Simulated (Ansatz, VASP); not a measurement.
## Mg in VASP and in Ansatz

```
Mg
1.0
     3.13250    0.00000    0.00000
    -1.56625    2.71283    0.00000
     0.00000    0.00000    5.08489
Mg
2
Cartesian
  0.0000 1.8086 1.2712
  1.5663 0.9043 3.8137
```

Alike in both runs: task single point; functional LDA; k mesh 12 × 12 × 6; occupations fermi-dirac, width 0.1 eV; no spin polarisation.

```csv
,VASP,Ansatz
version,VASP 6.6.1,Ansatz 0.2.0
potentials or method,"VASP PAW LDA potentials, release 64 (Mg)","plane waves (500 eV) with PAW, scalar-relativistic"
plane-wave cutoff (eV),520,500
valence electrons in the cell,4,20
```

```csv
,VASP,Ansatz,Ansatz less VASP
pressure (GPa),-0.3,0.0,+0.33
largest component of the traceless stress (GPa),0.41,0.41,-0.001
```

The two sets of potentials don't hold the same shells in valence. Ansatz warned: «pseudo_functional_mismatch».
